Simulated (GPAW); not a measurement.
# Cr (P6_3/mmc) in GPAW: further runs

One crystal, Cr, is run at these levels: PBEsol, PBEsol+U; tasks: band structure.

Everything below comes from runs of GPAW 26.7.0. Logs are shortened: lines on timing, memory, paths and dates and some standing lists are left out, and cuts for length are marked. The log counts tension as positive stress, the text compression.

## (1) Starting point

The structure is hexagonal, space group P6_3/mmc (No. 194). Conventional cell: a = 2.714 Å, b = 2.714 Å, c = 4.410 Å, α = 90.00°, β = 90.00°, γ = 120.00°. Cr (site symmetry -6m2) has 12 Cr at 2.71 Å as nearest neighbours.

This isn't the form of Cr at room conditions, which is bcc.

## (2) Band structure, PBEsol, collinear spin, ferromagnetic start

File run.py:

```python
from ase import Atoms
from ase.dft.bandgap import bandgap
from ase.io import write
from ase.units import GPa
from gpaw import GPAW, PW, setup_paths

setup_paths.insert(0, '.')

atoms = Atoms(['Cr', 'Cr'],
              cell=[[2.714, 0.0, 0.0],
                    [-1.357, 2.3503929459, 0.0],
                    [0.0, 0.0, 4.41]],
              scaled_positions=[[0.6666666667, 0.3333333333, 0.75],
                                [0.3333333333, 0.6666666667, 0.25]],
              pbc=True)
atoms.set_initial_magnetic_moments([3.0, 3.0])

calc = GPAW(mode=PW(600),
            xc='PBEsol',
            kpts={'size': (10, 10, 5), 'gamma': True},
            occupations={'name': 'fermi-dirac', 'width': 0.05},
            nbands=17,
            convergence={'density': 1e-05, 'energy': 1e-05},
            maxiter=150,
            txt='gpaw.txt')
atoms.calc = calc
energy = atoms.get_potential_energy()
forces = atoms.get_forces()
stress = atoms.get_stress()
calc.write('gs.gpw')
write('result.traj', atoms)
print(f'Energy: {energy:.6f} eV')
print('Forces (eV/A):')
print(forces.round(4))
print('Stress (GPa):', (stress / GPa).round(3))
print('Moments:', calc.get_magnetic_moments().round(3))
print('Fermi level:', round(calc.get_fermi_level(), 4), 'eV')
print(f'Gap: {bandgap(calc)[0]:.4f} eV, direct: {bandgap(calc, direct=True)[0]:.4f} eV')

path = atoms.cell.bandpath('GMKGALHA,LM,KH', npoints=80, eps=1e-4)
bs_calc = calc.fixed_density(kpts=path, symmetry='off', nbands=26,
                             convergence={'bands': 'CBM+6.0', 'eigenstates': 1e-6}, txt='bands.txt')
bs = bs_calc.band_structure()
bs.write('bs.json')
print(f'Gap on the path: {bandgap(bs_calc)[0]:.4f} eV')
```

Potentials or basis: PAW data sets generated in the run's folder for this functional, pw.

Launch:

```bash
> gpaw-setup -f PBEsol Cr
> OMP_NUM_THREADS=1 python run.py
```

gpaw.txt:

```text
__  _  _
 | _ |_)|_||  |
 |__||  | ||/\| - 26.7.0

Input parameters:
  mode=PW(ecut=600.0),
  convergence={'density': 1e-05, 'energy': 1e-05},
  kpts=MonkhorstPack(size=(10, 10, 5), gamma=True),
  maxiter=150,
  nbands=17,
  occupations=Occupations(name='fermi-dirac', width=0.05),
  xc=XC(name='PBEsol')

Diagonalizing LCAO Hamiltonian
Converting LCAO to pw mode

          Cr

        Cr

Atoms  # Å, Bohr magnetons
|   | symbol |         x |        y |        z |    initial magnetic moments |
|---|--------|-----------|----------|----------|-----------------------------|
| 0 |     Cr |  1.357000 | 0.783464 | 3.307500 | ( 0.0000,  0.0000,  3.0000) |
| 1 |     Cr | -0.000000 | 1.566929 | 1.102500 | ( 0.0000,  0.0000,  3.0000) |

Unit cell  # Å
| periodic |         x |        y |        z |  lengths |     angles |
|----------|-----------|----------|----------|----------|------------|
|      yes |  2.714000 | 0.000000 | 0.000000 | 2.714000 |  90.000000 |
|      yes | -1.357000 | 2.350393 | 0.000000 | 2.714000 |  90.000000 |
|      yes |  0.000000 | 0.000000 | 4.410000 | 4.410000 | 120.000000 |

Number of symmetries: 12
Symmetry operations  # r_c * U_cc + t_c -> r_c
|    | kind |            matrix            |
|----|------|------------------------------|
|  0 |  σ   |  1, 1, 0,  0,-1, 0,  0, 0, 1 |
|  1 |  S6  |  1, 1, 0, -1, 0, 0,  0, 0,-1 |
|  2 |  E   |  1, 0, 0,  0, 1, 0,  0, 0, 1 |
|  3 |  C2  |  1, 0, 0, -1,-1, 0,  0, 0,-1 |
|  4 |  C2  |  0, 1, 0,  1, 0, 0,  0, 0,-1 |
|  5 |  C3  |  0, 1, 0, -1,-1, 0,  0, 0, 1 |
|  6 |  S6  |  0,-1, 0,  1, 1, 0,  0, 0,-1 |
|  7 |  σ   |  0,-1, 0, -1, 0, 0,  0, 0, 1 |
|  8 |  σ   | -1, 0, 0,  1, 1, 0,  0, 0, 1 |
|  9 |  i   | -1, 0, 0,  0,-1, 0,  0, 0,-1 |
| 10 |  C3  | -1,-1, 0,  1, 0, 0,  0, 0, 1 |
| 11 |  C2  | -1,-1, 0,  0, 1, 0,  0, 0,-1 |

BZ-sampling:
  Number of BZ points: 500
  Number of IBZ points: 58

  Monkhorst-Pack size: [10, 10, 5]
  Monkhorst-Pack shift: [0.05, 0.05, 0.0]

K-points  # in reciprocal-cell coordinates
|     |                                coordinates |     weight |
|-----|--------------------------------------------|------------|
|   0 | (  0.00000000,   0.00000000,   0.00000000) | 0.00200000 |
|   1 | (  0.00000000,   0.00000000,   0.20000000) | 0.00400000 |
|   2 | (  0.00000000,   0.00000000,   0.40000000) | 0.00400000 |
|   3 | (  0.10000000,   0.00000000,  -0.40000000) | 0.01200000 |
|   4 | (  0.10000000,   0.00000000,  -0.20000000) | 0.01200000 |
|   5 | (  0.10000000,   0.00000000,   0.00000000) | 0.01200000 |
|   6 | (  0.10000000,   0.00000000,   0.20000000) | 0.01200000 |
|   7 | (  0.10000000,   0.00000000,   0.40000000) | 0.01200000 |
|   8 | (  0.20000000,  -0.10000000,   0.00000000) | 0.01200000 |
|   9 | (  0.20000000,  -0.10000000,   0.20000000) | 0.02400000 |
| ... |                                            |            |
|  57 | (  0.50000000,   0.50000000,   0.40000000) | 0.01200000 |

Plane wave coefficients: 966
Cutoff: 600.0 eV

Spin-components: 2 (collinear spins)
Bands:           17
Projectors:      12
Spin-degeneracy: 1
Datatype:        complex128

Parallelization:
  kpt:    1
  domain: 1
  band:   1

Density:
  Valence electrons: 12.0
  Components: 2
  Grid points: [16 16 25]
  Charge: 0.0  # |e|

Potential:
  Grid points: [16 16 25]

species:
  Cr:
    name:    Chromium
    Z:       24.0
    valence: 6
    core:    18
    charge:  0.0  # [|e|]
    compensation charges:
      type: gauss
      rc: 0.35  # [Å]
      lmax: 2
    cutoffs:
      filter: 2.14  # [Å]
      core: 3.04  # [Å]
    projectors
    | kind |    occ | energy [eV] | rcut [Å] |
    |------|--------|-------------|----------|
    |   4s |  1.000 |      -4.015 |    1.164 |
    |   4p |  0.000 |      -0.955 |    1.217 |
    |   3d |  5.000 |      -2.928 |    1.111 |
    |    s |        |      23.196 |    1.164 |
    |    p |        |      26.257 |    1.217 |
    |    d |        |      24.283 |    1.111 |

    Using partial waves for Cr as LCAO basis

Reference energy: -57106.248222  # eV

eigensolver:
  PPCG
  Converge bands: occupied
  niter=2

density mixing:
  MSR1-Mixer
  Pratt-step length: 0.05
  Maximum mixing coefficient: 0.75
  Old densities: 10
  SVD Regularization: 0.005
  Good broyden scale: 1.0
  Trust region scale: 1.0
  Backstep threshold: 4.0
  History deletion threshold: 6.0
  Fourier metric: weight=20.0, sigma=0.015

occupation numbers:
  Fermi-Dirac:
    width: 0.0500  # eV

poisson solver:
  ecut: 4800.0  # eV

xc functional:
  name: PBEsol with 2 nearest neighbor stencil

convergence criteria:
- Maximum integral of absolute [dens]ity change: 1e-05 electrons / valence electron
- Maximum [total energy] change in last 3 cyles: 1e-05 eV / valence electron
- Maximum integral of absolute [eigenst]ate change: 4e-08 eV^2 / valence electron
maximum number of iterations: 150

SCF iterations
|iter     | |      energy | eigst |  dens |  magmom |
|---------|-|-------------|-------|-------|---------|
|iter:   1| |  -18.049619 | -0.16 |       |  +5.9958|
|iter:   2| |  -18.083387 | -1.84 | -0.64 |  +5.8973|
|iter:   3| |  -18.462286 | -1.66 | -0.67 |  +4.5290|
|iter:   4| |  -18.573100 | -2.04 | -1.00 |  +3.3751|
|iter:   5| |  -18.607465 | -3.26 | -1.49 |  +2.6344|
|iter:   6| |  -18.599937 | -2.50 | -1.54 |  +1.3689|
|iter:   7| |  -18.611388 | -2.23 | -1.39 |  +0.9696|
|iter:   8| |  -18.621704 | -3.37 | -1.72 |  +1.2866|
|iter:   9| |  -18.625677 | -4.00 | -2.09 |  +1.5467|
|iter:  10| |  -18.628201 | -3.97 | -2.24 |  +1.7078|
|iter:  11| |  -18.629945 | -4.20 | -2.31 |  +1.8343|
|iter:  12| |  -18.631199 | -4.05 | -2.51 |  +1.9995|
|iter:  13| |  -18.631055 | -5.02 | -2.84 |  +1.9624|
|iter:  14| |  -18.630889 | -5.31 | -3.29 |  +1.9342|
|iter:  15| |  -18.630934 | -6.69 | -3.57 |  +1.9411|
|iter:  16| |  -18.630968c| -6.96 | -4.02 |  +1.9468|
|iter:  17| |  -18.630949c| -7.35 | -4.31 |  +1.9435|
|iter:  18| |  -18.630952c| -7.90c| -4.63 |  +1.9441|
|iter:  19| |  -18.630954c| -8.47c| -5.08c|  +1.9444|

Converged in 19 steps
Energy contributions relative to reference atoms: (reference = -57106.248222)

Energy contributions:
  Kinetic:         -51.070151
  Coulomb:          36.143100
  Zero:              0.348746
  External:          0.000000
  Xc:               -4.035302
  Entropy:          -0.034694
  Spinorbit:         0.000000
  ----------------------------
  Free energy:     -18.648301
  Extrapolated:    -18.630954

dipole moment: (0.000015, 0.000026, 0.000048)  # |e|*Ang

Total magnetic moment: (0.000000, 0.000000, 1.944418)

Local magnetic moments
|        x |        y |        z |
|----------|----------|----------|
| 0.000000 | 0.000000 | 0.858068 |  # Cr   0
| 0.000000 | 0.000000 | 0.858068 |  # Cr   1

Fermi level: 8.374
Eigenvalues  # (at kpt = [0.000, 0.000, 0.000])
| band index |      eig [eV] | occ [0-1] |      eig [eV] | occ [0-1] |
|------------|---------------|-----------|---------------|-----------|
|          0 |         1.269 |     1.000 |         1.623 |     1.000 |
|          1 |         4.840 |     1.000 |         5.371 |     1.000 |
|          2 |         7.670 |     1.000 |         8.411 |     0.321 |
|          3 |         7.670 |     1.000 |         8.488 |     0.093 |
|          4 |         7.720 |     1.000 |         8.488 |     0.093 |
|          5 |         8.031 |     0.999 |         8.867 |     0.000 |
|          6 |         8.031 |     0.999 |         8.867 |     0.000 |
|          7 |         8.462 |     0.146 |         9.127 |     0.000 |
|          8 |         8.462 |     0.146 |         9.356 |     0.000 |
|          9 |         8.808 |     0.000 |         9.356 |     0.000 |
|         10 |         9.685 |     0.000 |        10.613 |     0.000 |
|         11 |         9.685 |     0.000 |        10.613 |     0.000 |
|        ... |               |           |               |           |
|         16 |        20.227 |     0.000 |        20.823 |     0.000 |

No gap
No difference between direct/indirect transitions

Forces  # eV/Ang
|        x |       y |        z |
|----------|---------|----------|
| -0.00000 | 0.00000 |  0.00000 |  # Cr   0
|  0.00000 | 0.00000 | -0.00000 |  # Cr   1

Stress tensor  # eV/Ang^3
|         x |         y |        z |
|-----------|-----------|----------|
|  0.201793 | -0.000000 | 0.000000 |
| -0.000000 |  0.201793 | 0.000000 |
|  0.000000 |  0.000000 | 0.185320 |

# Writing to gs.gpw (mode='')
```

Run time: 58 s. Hardware: 1 thread of AMD EPYC 7R43 (Zen 3), shared host; peak memory 0.27 GiB.

What came out:

```
Free energy             : -18.6483 eV
Pressure                : -31.5 GPa
Band gap along the path : none (metal or under the smearing width)
Net moment              : 1.94 μB per cell
Site moments            : Cr +0.86 μB
```

Stress tensor (GPa, compression positive):
```
-32.33   0.00   0.00
  0.00 -32.33   0.00
  0.00   0.00 -29.69
```

Levels at the corners of the path, in eV from the Fermi level:
Spin up:
```csv
point,band 3,band 4,band 5,band 6,band 7,band 8,band 9,band 10,band 11,band 12
Γ,-0.70,-0.70,-0.65,-0.34,-0.34,0.09,0.09,0.43,1.31,1.31
M,-2.85,-1.14,-0.85,-0.73,-0.27,1.48,1.58,1.65,2.90,4.47
K,-2.27,-2.13,-1.07,-1.07,-0.06,1.25,1.25,1.31,5.27,5.98
Γ,-0.70,-0.70,-0.65,-0.34,-0.34,0.09,0.09,0.43,1.31,1.31
A,-1.13,-1.13,-0.76,-0.76,-0.76,-0.76,0.97,0.97,0.97,0.97
L,-2.02,-2.02,0.19,0.19,0.70,0.70,1.58,1.58,2.50,2.50
H,-2.13,-2.13,-1.27,-1.27,0.05,0.05,1.44,1.44,6.18,6.18
A,-1.13,-1.13,-0.76,-0.76,-0.76,-0.76,0.97,0.97,0.97,0.97
L,-2.02,-2.02,0.19,0.19,0.70,0.70,1.58,1.58,2.50,2.50
M,-2.85,-1.14,-0.85,-0.73,-0.27,1.48,1.58,1.65,2.90,4.47
K,-2.27,-2.13,-1.07,-1.07,-0.06,1.25,1.25,1.31,5.27,5.98
H,-2.13,-2.13,-1.27,-1.27,0.05,0.05,1.44,1.44,6.18,6.18
```
Spin down:
```
point  band 2  band 3  band 4  band 5  band 6  band 7
    Γ   -3.00    0.04    0.11    0.11    0.49    0.49
    M   -2.48   -2.16   -0.69   -0.01    0.05    0.44
    K   -1.70   -1.70   -1.51   -0.28   -0.28    0.76
    Γ   -3.00    0.04    0.11    0.11    0.49    0.49
    A   -4.78   -0.51   -0.51    0.06    0.06    0.06
    L   -2.80   -1.32   -1.32    1.07    1.07    1.24
    H   -1.49   -1.44   -1.44   -0.64   -0.64    0.92
    A   -4.78   -0.51   -0.51    0.06    0.06    0.06
    L   -2.80   -1.32   -1.32    1.07    1.07    1.24
    M   -2.48   -2.16   -0.69   -0.01    0.05    0.44
    K   -1.70   -1.70   -1.51   -0.28   -0.28    0.76
    H   -1.49   -1.44   -1.44   -0.64   -0.64    0.92
```

Caveat: a pressure of tens of GPa on the cell as given is suspect, and the run, the potentials or the cell itself is likely at fault.

## (3) Band structure, PBEsol+U, collinear spin, ferromagnetic start

run.py: that of step 2 with these lines changed.

```diff
@@ -21,2 +21,3 @@
             occupations={'name': 'fermi-dirac', 'width': 0.05},
+            setups={'Cr': ':d,1.0'},
             nbands=17,
```

Potentials or basis: PAW data sets generated in the run's folder for this functional, pw.

Launch:

```bash
> gpaw-setup -f PBEsol Cr
> OMP_NUM_THREADS=1 python run.py
```

Wall time 50 s (1 thread of AMD EPYC 7R43 (Zen 3), shared host); peak memory 0.27 GiB.

It converged, with:

```yaml
Free_energy: -16.4790 eV
Pressure: -19.2 GPa
Band_gap_along_the_path: none (metal or under the smearing width)
Net_moment: 4.02 μB per cell
Site_moments: Cr +1.82 μB
```

Stress tensor (GPa, compression positive):
```
-16.98   0.00   0.00
  0.00 -16.98   0.00
  0.00   0.00 -23.50
```

Levels at the corners of the path, in eV from the Fermi level:
Spin up:
| point | band 4 | band 5 | band 6 | band 7 | band 8 | band 9 | band 10 | band 11 | band 12 | band 13 |
| --- | --- | --- | --- | --- | --- | --- | --- | --- | --- | --- |
| Γ | -1.36 | -1.36 | -1.01 | -1.01 | -0.72 | -0.72 | 0.02 | 0.49 | 0.49 | 6.69 |
| M | -1.66 | -1.64 | -1.48 | -0.96 | 0.75 | 0.80 | 0.97 | 2.28 | 3.91 | 8.58 |
| K | -2.69 | -1.82 | -1.82 | -0.71 | 0.49 | 0.53 | 0.53 | 4.76 | 5.46 | 5.46 |
| Γ | -1.36 | -1.36 | -1.01 | -1.01 | -0.72 | -0.72 | 0.02 | 0.49 | 0.49 | 6.69 |
| A | -1.80 | -1.45 | -1.45 | -1.45 | -1.45 | 0.17 | 0.17 | 0.17 | 0.17 | 11.08 |
| L | -2.69 | -0.60 | -0.60 | 0.09 | 0.09 | 0.90 | 0.90 | 1.94 | 1.94 | 7.36 |
| H | -2.78 | -1.85 | -1.85 | -0.67 | -0.67 | 0.68 | 0.68 | 5.68 | 5.68 | 7.14 |
| A | -1.80 | -1.45 | -1.45 | -1.45 | -1.45 | 0.17 | 0.17 | 0.17 | 0.17 | 11.08 |
| L | -2.69 | -0.60 | -0.60 | 0.09 | 0.09 | 0.90 | 0.90 | 1.94 | 1.94 | 7.36 |
| M | -1.66 | -1.64 | -1.48 | -0.96 | 0.75 | 0.80 | 0.97 | 2.28 | 3.91 | 8.58 |
| K | -2.69 | -1.82 | -1.82 | -0.71 | 0.49 | 0.53 | 0.53 | 4.76 | 5.46 | 5.46 |
| H | -2.78 | -1.85 | -1.85 | -0.67 | -0.67 | 0.68 | 0.68 | 5.68 | 5.68 | 7.14 |
Spin down:
```tsv
point	band 2	band 3	band 4	band 5	band 6	band 7
Γ	-2.76	0.61	0.62	0.75	0.75	1.17
M	-2.09	-1.71	-0.62	0.64	0.71	0.99
K	-1.40	-1.40	-1.24	0.33	0.33	1.38
Γ	-2.76	0.61	0.62	0.75	0.75	1.17
A	-4.88	-0.06	-0.06	0.71	0.71	0.71
L	-2.47	-0.84	-0.84	1.43	1.43	1.84
H	-1.13	-0.95	-0.95	-0.28	-0.28	1.64
A	-4.88	-0.06	-0.06	0.71	0.71	0.71
L	-2.47	-0.84	-0.84	1.43	1.43	1.84
M	-2.09	-1.71	-0.62	0.64	0.71	0.99
K	-1.40	-1.40	-1.24	0.33	0.33	1.38
H	-1.13	-0.95	-0.95	-0.28	-0.28	1.64
```

Caveat: the U is typed as a test and isn't derived for this compound. The state reached can hang on the start; a lower one may exist.

## (4) Band structure, PBEsol+U, collinear spin, ferromagnetic start

run.py: that of step 3 with these lines changed.

```diff
@@ -21,3 +21,3 @@
             occupations={'name': 'fermi-dirac', 'width': 0.05},
-            setups={'Cr': ':d,1.0'},
+            setups={'Cr': ':d,2.0'},
             nbands=17,
```

Launch:

```bash
> gpaw-setup -f PBEsol Cr
> OMP_NUM_THREADS=1 python run.py
```

Run time: 58 s. Hardware: 1 thread of AMD EPYC 7R43 (Zen 3), shared host; peak memory 0.27 GiB.

It converged, with:

```
Free energy             : -14.7874 eV
Pressure                : 12.6 GPa
Band gap along the path : none (metal or under the smearing width)
Net moment              : 6.62 μB per cell
Site moments            : Cr +2.94 μB
```

Stress tensor (GPa, compression positive):
```
11.24  0.00  0.00
 0.00 11.24  0.00
 0.00  0.00 15.39
```

Levels at the corners of the path, in eV from the Fermi level:
Spin up:
```tsv
point	band 4	band 5	band 6	band 7	band 8	band 9	band 10	band 11	band 12	band 13
Γ	-1.93	-1.66	-1.57	-1.57	-1.51	-1.51	-0.40	-0.27	-0.27	6.41
M	-2.44	-2.25	-2.06	-1.29	-0.01	0.30	0.47	1.96	3.55	8.20
K	-3.19	-2.60	-2.60	-1.23	-0.28	0.21	0.21	4.36	5.07	5.07
Γ	-1.93	-1.66	-1.57	-1.57	-1.51	-1.51	-0.40	-0.27	-0.27	6.41
A	-2.14	-2.07	-2.07	-2.07	-2.07	-0.55	-0.55	-0.55	-0.55	11.40
L	-3.30	-1.38	-1.38	-0.28	-0.28	0.40	0.40	1.49	1.49	6.92
H	-3.42	-2.47	-2.47	-1.30	-1.30	0.33	0.33	5.26	5.26	6.74
A	-2.14	-2.07	-2.07	-2.07	-2.07	-0.55	-0.55	-0.55	-0.55	11.40
L	-3.30	-1.38	-1.38	-0.28	-0.28	0.40	0.40	1.49	1.49	6.92
M	-2.44	-2.25	-2.06	-1.29	-0.01	0.30	0.47	1.96	3.55	8.20
K	-3.19	-2.60	-2.60	-1.23	-0.28	0.21	0.21	4.36	5.07	5.07
H	-3.42	-2.47	-2.47	-1.30	-1.30	0.33	0.33	5.26	5.26	6.74
```
Spin down:
```
point  band 1  band 2  band 3  band 4  band 5  band 6  band 7
    Γ   -6.86   -1.99    0.62    2.18    2.22    2.22    2.72
    M   -1.78   -1.28   -0.80   -0.13    1.81    2.18    2.36
    K   -0.69   -0.59   -0.59   -0.43    1.55    1.55    2.72
    Γ   -6.86   -1.99    0.62    2.18    2.22    2.22    2.72
    A   -4.81   -4.81    1.20    1.20    2.19    2.19    2.20
    L   -1.75   -1.75    0.23    0.23    1.95    1.95    3.42
    H   -0.40   -0.40    0.14    0.14    0.59    0.59    3.18
    A   -4.81   -4.81    1.20    1.20    2.19    2.19    2.20
    L   -1.75   -1.75    0.23    0.23    1.95    1.95    3.42
    M   -1.78   -1.28   -0.80   -0.13    1.81    2.18    2.36
    K   -0.69   -0.59   -0.59   -0.43    1.55    1.55    2.72
    H   -0.40   -0.40    0.14    0.14    0.59    0.59    3.18
```

Caveat: the U is typed as a test and isn't derived for this compound.

## (5) The runs side by side

```csv
level,U,pressure (GPa),moment (μB)
PBEsol,-,-31.5,1.94
PBEsol+U,Cr d U = 1 eV,-19.2,4.02
PBEsol+U,Cr d U = 2 eV,12.6,6.62
```

Alike in all rows: task band structure; potentials or basis PAW data sets generated in the run's folder for this functional, pw; spin collinear, ferromagnetic start; cell as given; k mesh 10 × 10 × 5; cutoff (eV) 600; smearing fermi-dirac 0.05 eV.

The pressure there spans -31.5 GPa (PBEsol) to 12.6 GPa (PBEsol+U); a positive pressure means that this level wants a larger cell, a negative one a smaller.

Caveats: the U is typed as a test and isn't derived for this compound (some runs); a pressure of tens of GPa on the cell as given is suspect, and the run, the potentials or the cell itself is likely at fault (some runs).

Total energies depend on the potentials used, so only differences within one code and one set of settings carry meaning.
